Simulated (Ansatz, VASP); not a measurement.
## LiCl in VASP and in Ansatz

```
Cl Li
1.0
     0.00000    2.56477    2.56477
     2.56477    0.00000    2.56477
     2.56477    2.56477    0.00000
Cl Li
1 1
Direct
  0.50000 0.50000 0.50000
  0.00000 0.00000 0.00000
```

Alike in both runs: task single point; functional PBE; k mesh 9 × 9 × 9; occupations gaussian, width 0.03 eV; no spin polarisation.

|  | VASP | Ansatz |
| --- | --- | --- |
| version | VASP 6.6.1 | Ansatz 0.2.0 |
| potentials or method | VASP PAW PBE potentials, release 64 (Cl, Li_sv), cutoff 520 eV | all-electron LAPW, scalar-relativistic |

```csv
,VASP,Ansatz,Ansatz less VASP
gap on the k mesh at the Fermi level (eV),6.34,6.33,-0.016
least direct gap on the mesh (eV),6.34,6.33,-0.016
```

Ansatz ran all-electron here, so the differences hold the error of VASP's frozen core and of both bases.

Caveats: an odd mesh through Γ misses points on the zone boundary, where band edges often lie.
